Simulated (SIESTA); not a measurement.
SiS2:

```
CELL_PARAMETERS angstrom
-2.78200 4.77250 2.77600
2.78200 -4.77250 2.77600
2.78200 4.77250 -2.77600
ATOMIC_POSITIONS crystal
S 0.38180 0.70880 0.09060
S 0.61820 0.29120 0.90940
S 0.88180 0.79120 0.67300
S 0.11820 0.20880 0.32700
Si 0.25000 0.25000 0.00000
Si 0.75000 0.75000 0.00000
```

Base run:

| Quantity | Value |
| --- | --- |
| Program | SIESTA 5.4.2 |
| Functional | PBE |
| Potentials or basis | PseudoDojo 0.4 standard (PBE files) |
| Basis | DZP (energy shift 0.003 Ry) |
| Grid cutoff | 500 Ry |
| Energy shift | 0.003 Ry |
| k mesh | 7 × 7 × 7 |
| Occupations | fermi-dirac, width 0.05 eV |
| Spin | no spin polarisation |

Its results: band gap on the k mesh 2.76 eV, indirect (least direct gap 3.14 eV); pressure 3.8 GPa; largest force 0.764 eV/Å.

The run is repeated on the same cell with these changes: functional from PBE to LDA; potentials or basis from PseudoDojo 0.4 standard (PBE files) to PseudoDojo 0.4 standard (LDA files). What comes out?

Band gap on the k mesh 2.56 eV, indirect (least direct gap 2.96 eV); pressure 0.4 GPa; largest force 0.463 eV/Å.

Caveats: the basis of atomic orbitals isn't converged, which shifts pressures, moduli and gaps; an odd mesh through Γ misses points on the zone boundary, where band edges often lie (some runs).

Not every run made on this cell is shown here.
